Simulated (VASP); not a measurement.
# Ca in VASP: notebook, part 2 of 2

VASP 6.6.1.

**3. Single point, PBE**

This run uses another cell than the first one, of 42.42 Å³/atom, 0.962 times its volume.

INCAR

```
SYSTEM = Ca
PREC = Accurate
ENCUT = 520
EDIFF = 1E-6
ISMEAR = 0
SIGMA = 0.1
LREAL = .FALSE.
LASPH = .TRUE.
NELM = 100
ALGO = Fast
ISIF = 2
LWAVE = .FALSE.
LCHARG = .FALSE.
GGA = PE
NBANDS = 17
```

KPOINTS

```
regular mesh
0
G
  12 12 8
  0 0 0
```

POSCAR

```
Ca
1.0
    1.9532374848     -3.3828903039      0.0000000000
    1.9532374848      3.3828903039      0.0000000000
    0.0000000000      0.0000000000      6.4202567664
Ca
2
Direct
    0.8334426672      0.1665573328      0.2500000000
    0.1665573328      0.8334426672      0.7500000000
```

Potentials or basis: VASP PAW PBE potentials, release 64 (Ca_sv).

On the command line:

```bash
$ cat potpaw_PBE.64/Ca_sv/POTCAR > POTCAR
$ mpirun -np 1 vasp_std > vasp.out
```

OUTCAR:

```text
SYSTEM = Ca
   PREC = Accurate
   ENCUT = 520
   EDIFF = 1E-6
   ISMEAR = 0
   LREAL = .FALSE.
   LASPH = .TRUE.
   NELM = 100
   ISIF = 2
   GGA = PE

 ion  position               nearest neighbor table
   1  0.833  0.167  0.250-
   2  0.167  0.833  0.750-

  LATTYP: Found a base centered orthorhombic cell.
 ALAT       =     3.9064749696
 B/A-ratio  =     1.7319400893
 C/A-ratio  =     1.6434910799

  Lattice vectors:

 A1 = (   1.9532374848,  -3.3828903039,   0.0000000000)
 A2 = (   1.9532374848,   3.3828903039,   0.0000000000)
 A3 = (   0.0000000000,   0.0000000000,   6.4202567664)

Analysis of symmetry for initial positions (statically):
=====================================================================
 Subroutine PRICEL returns:
 Original cell was already a primitive cell.

 Routine SETGRP: Setting up the symmetry group for a
 base centered orthorhombic supercell.

 Subroutine GETGRP returns: Found  8 space group operations
 (whereof  4 operations were pure point group operations)
 out of a pool of  8 trial point group operations.

The static configuration has the point symmetry C_2h.
 The point group associated with its full space group is D_2h.

Analysis of symmetry for dynamics (positions and initial velocities):
=====================================================================
 Subroutine PRICEL returns:
 Original cell was already a primitive cell.

 Routine SETGRP: Setting up the symmetry group for a
 base centered orthorhombic supercell.

 Subroutine GETGRP returns: Found  8 space group operations
 (whereof  4 operations were pure point group operations)
 out of a pool of  8 trial point group operations.

The dynamic configuration has the point symmetry C_2h.
 The point group associated with its full space group is D_2h.

 Subroutine INISYM returns: Found  8 space group operations
 (whereof  4 operations are pure point group operations),
 and found     1 'primitive' translations
[... 113 lines left out ...]
   IMIX   =      4    mixing-type and parameters
     AMIX     =   0.40;   BMIX     =  1.00
     AMIX_MAG =   1.60;   BMIX_MAG =  1.00
  volume/ion in A,a.u.               =      42.42       286.28
  Fermi-wavevector in a.u.,A,eV,Ry     =   1.011292  1.911064 13.914822  1.022711
  Thomas-Fermi vector in A             =   2.144332
   LORBIT       =      0    0 simple, 1 ext, 2 COOP (PROOUT), +10 PAW based schemes
   GGA     = PE    functional components
   LHFCALC =     F    Hartree Fock is set to
   AEXX    =    0.0000 exact exchange contribution
   IVDW    =     0    specifies the selected vdW correction
   LEPSILON=     F    determine dielectric tensor
   LRPA    =     F    only Hartree local field effects (RPA)
 non-spin polarized calculation
 RMM-DIIS sequential band-by-band and
 Gauss-broadening in eV      SIGMA  =   0.10
  energy-cutoff  :      520.00
  volume of cell :       84.84
 maximum number of plane-waves:      2301
 NGX is ok and might be reduce to    30

 number of electron      19.9999992 magnetization

 Free energy of the ion-electron system (eV)
  ---------------------------------------------------
  ext. energy  EPLUGINS =         0.00000000
  ---------------------------------------------------
  free energy    TOTEN  =        -3.85793387 eV

  energy without entropy =       -3.84774882  energy(sigma->0) =       -3.85284134

 E-fermi :   2.0042     XC(G=0):  -7.7185

 val. band max:        1.9923651541   @ k =  -0.3333   0.3333   0.0000
 cond. band min:       2.0111948077   @ k =   0.2500   0.0833   0.0000
 fundamental gap:      0.0188296536
 Fermi energy:         2.0042443126

 k-point     1 :       0.0000    0.0000    0.0000
  band No.  band energies     occupation
      1     -40.0764      2.00000
      2     -40.0635      2.00000
      3     -21.1232      2.00000
      4     -21.0150      2.00000
      5     -21.0149      2.00000
      6     -20.9968      2.00000
[... 457 lines left out ...]
      4     -21.0824      2.00000
      5     -21.0777      2.00000
      6     -21.0453      2.00000
[... 9 lines left out ...]
     16       5.1199      0.00000
     17       5.8810      0.00000

 [... further k-points ...]

------------------------ aborting loop because EDIFF is reached ----------------------------------------

  FORCE on cell =-STRESS in cart. coord.  units (eV):
  Direction    XX          YY          ZZ          XY          YZ          ZX
  --------------------------------------------------------------------------------------
  -------------------------------------------------------------------------------------
  Total       -0.0170959     -0.0134201     -0.0158457      0.0000000      0.0000000      0.0000000
  in kB       -0.3228333     -0.2534199     -0.2992233      0.0000000      0.0000000      0.0000000
  external PRESSURE =      -0.2918255 kB  Pullay stress =       0.0000000 kB

 VOLUME and BASIS-vectors are now :
 -----------------------------------------------------------------------------
  energy-cutoff  :      520.00
  volume of cell :       84.84
      direct lattice vectors                 reciprocal lattice vectors
     1.953237485 -3.382890304  0.000000000     0.255985257 -0.147802605  0.000000000
     1.953237485  3.382890304  0.000000000     0.255985257  0.147802605  0.000000000
     0.000000000  0.000000000  6.420256766     0.000000000  0.000000000  0.155757010

 POSITION                                       TOTAL-FORCE (eV/Angst)
 -----------------------------------------------------------------------------------
      1.95324     -2.25600      1.60506         0.000000      0.000597     -0.000000
      1.95324      2.25600      4.81519         0.000000     -0.000597      0.000000
 -----------------------------------------------------------------------------------
    total drift:                                0.000000      0.000000     -0.000000

  FREE ENERGIE OF THE ION-ELECTRON SYSTEM (eV)
  ---------------------------------------------------
  free  energy   TOTEN  =        -3.8579338736 eV

  energy  without entropy=       -3.8477488160  energy(sigma->0) =       -3.85284134
```

It took 6.1 min on 1 thread of Intel Xeon Platinum 8488C (Sapphire Rapids), shared host; peak memory 0.38 GiB.

What came out:

```yaml
Free_energy: -3.8579 eV
Pressure: 0.0 GPa
Band_gap_on_the_k_mesh: none (metal or under the smearing width)
```

**4. Single point, PBE**

This run uses another cell than the first one: it holds 12 atoms, not 2.

INCAR

```
SYSTEM = Ca
ALGO = Fast
EDIFF = 1E-6
ENCUT = 520
GGA = PE
ISIF = 2
ISMEAR = 0
LASPH = .True.
LCHARG = .False.
LREAL = .False.
LWAVE = .False.
NBANDS = 72
NELM = 100
PREC = Accurate
SIGMA = 0.1
```

KPOINTS

```
k-points
0
Gamma
  3 3 3
  0 0 0
```

POSCAR

```
Ca
1.0
    4.5426968138      2.6227272283      7.7471249673
   -4.5426968138      2.6227272283      7.7471249673
    0.0000000000     -5.2454544565      7.7471249673
Ca
12
Direct
    0.0101900000      0.6536100000      0.0101900000
    0.0101900000      0.0101900000      0.6536100000
    0.6536100000      0.0101900000      0.0101900000
    0.9898100000      0.3463900000      0.9898100000
    0.3463900000      0.9898100000      0.9898100000
    0.9898100000      0.9898100000      0.3463900000
    0.2211800000      0.6306000000      0.2211800000
    0.2211800000      0.2211800000      0.6306000000
    0.6306000000      0.2211800000      0.2211800000
    0.7788200000      0.3694000000      0.7788200000
    0.3694000000      0.7788200000      0.7788200000
    0.7788200000      0.7788200000      0.3694000000
```

On the command line:

```bash
$ cat potpaw_PBE.64/Ca_sv/POTCAR > POTCAR
$ mpirun -np 1 vasp_std > vasp.out
```

It took 21 min on 1 thread of Intel Xeon Platinum 8259CL at 2.50GHz (Skylake/Cascade Lake), shared host; peak memory 0.78 GiB.

It converged, with:

* Free energy: -10.8126 eV
* Pressure: 5.6 GPa
* Largest force: 1.385 eV/Å
* Band gap on the k mesh: none (metal or under the smearing width)

Forces in eV/Å, atoms in the order of the input:
```
Ca   0.705 -0.407 -0.159
Ca   0.000  0.814 -0.159
Ca  -0.705 -0.407 -0.159
Ca  -0.705  0.407  0.159
Ca   0.705  0.407  0.159
Ca   0.000 -0.814  0.159
Ca   1.170 -0.675  0.306
Ca   0.000  1.351  0.306
Ca  -1.170 -0.675  0.306
Ca  -1.170  0.675 -0.306
Ca   1.170  0.675 -0.306
Ca   0.000 -1.351 -0.306
```

Stress tensor (GPa, compression positive):
```
5.10 0.00 0.00
0.00 5.10 0.00
0.00 0.00 6.54
```

Levels at points of the mesh, in eV from the Fermi level:
| k point | band 58 | band 59 | band 60 | band 61 | band 62 | band 63 |
| --- | --- | --- | --- | --- | --- | --- |
| (0.00, 0.00, 0.00) | -0.64 | -0.64 | -0.29 | -0.03 | -0.03 | 0.05 |

Caveat: forces of over 1 eV/Å show positions far from the minimum, so gaps and moduli don't describe the material at rest.

**5. Summary**

```csv
task,cell,k mesh,cutoff (eV),gap on the mesh (eV),pressure (GPa),largest force (eV/Å)
relaxation of cell and atoms,relaxed,6 × 6 × 6,600,none,0.0,0.01
single point,"Cmcm, 42.42 Å³/atom",12 × 12 × 8,520,none,0.0,-
single point,"R-3m, 46.15 Å³/atom",3 × 3 × 3,520,none,5.6,1.38
```

Alike in all rows: level PBE; potentials or basis VASP PAW PBE potentials, release 64 (Ca_sv); no spin polarisation; smearing gaussian 0.1 eV.

Caveats: forces of over 1 eV/Å show positions far from the minimum, so gaps and moduli don't describe the material at rest (some runs).

Absolute energies hang on the potentials; compare differences alone.
